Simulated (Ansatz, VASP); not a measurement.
**Ta: VASP beside Ansatz**

File POSCAR:

```
Ta
1.0
   -1.6730098603      1.6730098603      1.6730098603
    1.6730098603     -1.6730098603      1.6730098603
    1.6730098603      1.6730098603     -1.6730098603
Ta
1
Direct
    0.0000000000      0.0000000000      0.0000000000
```

The input INCAR.step1:

```
SYSTEM = Ta
PREC     = Accurate       ! precision mode
ENCUT    = 520            ! plane-wave cutoff, eV
ISMEAR   = 1              ! smearing method
SIGMA    = 0.05           ! smearing width, eV
LREAL    = .False.        ! projectors in reciprocal space
LASPH    = .True.         ! aspherical terms in the spheres
NELM     = 80             ! most SCF steps
NBANDS   = 12             ! bands
GGA      = PE             ! functional
ALGO     = Normal         ! electronic algorithm
EDIFF    = 1E-4           ! SCF threshold, eV
LWAVE    = .True.         ! write WAVECAR
LCHARG   = .False.        ! write CHGCAR
```

The input INCAR.step2:

```
SYSTEM = Ta
PREC     = Accurate       ! precision mode
ENCUT    = 520            ! plane-wave cutoff, eV
EDIFF    = 1E-6           ! SCF threshold, eV
ISMEAR   = 1              ! smearing method
SIGMA    = 0.05           ! smearing width, eV
LREAL    = .False.        ! projectors in reciprocal space
LASPH    = .True.         ! aspherical terms in the spheres
NELM     = 80             ! most SCF steps
ALGO     = Normal         ! electronic algorithm
ISIF     = 2              ! what is computed and relaxed
LWAVE    = .False.        ! write WAVECAR
LCHARG   = .False.        ! write CHGCAR
METAGGA  = R2SCAN         ! meta-GGA
LMIXTAU  = .True.       
LUSE_VDW = .True.       
IVDW_NL  = 2            
BPARAM   = 11.95        
CPARAM   = 0.0093       
NBANDS   = 12             ! bands
ISTART   = 1
```

File KPOINTS:

```
regular mesh
0
Gamma
  11 11 11
  0 0 0
```

The input input.yaml:

```yaml
crystal:
  lattice:
    - [-1.6730098603, 1.6730098603, 1.6730098603]
    - [1.6730098603, -1.6730098603, 1.6730098603]
    - [1.6730098603, 1.6730098603, -1.6730098603]
  atoms:
    - { symbol: Ta, position: [0.0, 0.0, 0.0] }
hamiltonian:
  xc: r2scan
  pseudopotentials: { kind: paw }
  dispersion: rvv10
kpoints:
  mp_grid: { grid: [11, 11, 11] }
scf:
  occupations: { method: cold, width: 0.05 }
output:
  forces: true
  stress: true
  eigenvalues: true
```

Alike in both runs: task single point; functional r2SCAN; dispersion rVV10; k mesh 11 × 11 × 11; no spin polarisation.

```csv
,VASP,Ansatz
version,VASP 6.6.1,Ansatz 0.2.0
potentials or method,"VASP PAW PBE potentials, release 64 (Ta_pv)",Ansatz PAW
plane-wave cutoff (eV),520,500
occupations,"methfessel-paxton of order 1, width 0.05 eV","cold, width 0.05 eV"
valence electrons in the cell,11,13
```

```csv
,VASP,Ansatz,Ansatz less VASP
gap on the k mesh at the Fermi level (eV),none,none,-
pressure (GPa),-7.8,-9.3,-1.45
```

A gap of «none» marks a metal or a gap that the smearing closes. The two sets of potentials don't hold the same shells in valence.

Caveats: the PAW data sets were made with another functional, which shifts forces and pressure a little (VASP); the PAW data sets come from PBE, with cores solved anew for the run's functional, which leaves a small shift of forces and pressure (Ansatz). The runs have no spin-orbit coupling, so splittings on Ta are missing.
